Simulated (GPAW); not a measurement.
Crystal: NiO.

```
CELL_PARAMETERS angstrom
2.94991 0.00000 0.00000
1.47496 2.55470 0.00000
1.47496 0.85157 2.40859
ATOMIC_POSITIONS crystal
Ni 0.00000 0.00000 0.00000
O 0.50000 0.50000 0.50000
```

Base run:

| Quantity | Value |
| --- | --- |
| Program | GPAW 26.7.0 |
| Functional | LDA |
| Potentials or basis | the program's PAW data sets (release 1.2.1) made for this functional |
| Cutoff | 800 eV |
| Basis | pw |
| k mesh | 8 × 8 × 8 |
| Occupations | fermi-dirac, width 0.05 eV |
| Spin | collinear spin, ferromagnetic start |
| Starting moments | [1.0, 0.0] μB |

Its results: pressure -15.6 GPa; net moment 0.71 μB per cell; site moments Ni +0.60; O +0.08 μB.

Q: The run is repeated on the same cell with these changes: functional from LDA to BLYP; potentials or basis from the program's PAW data sets (release 1.2.1) made for this functional to PAW data sets generated in the run's folder for this functional. What comes out?

A: Pressure 17.4 GPa; net moment 1.77 μB per cell; site moments Ni +1.46; O +0.22 μB.

Caveats: the stock nickel data set gives pressures a few GPa off other programs; so large a pressure means that the cell lies far from this level's equilibrium, or that cutoff or potentials fall short; a cell with one magnetic atom can't hold antiferromagnetic order, which such compounds often take.

Not every run made on this cell is shown here.
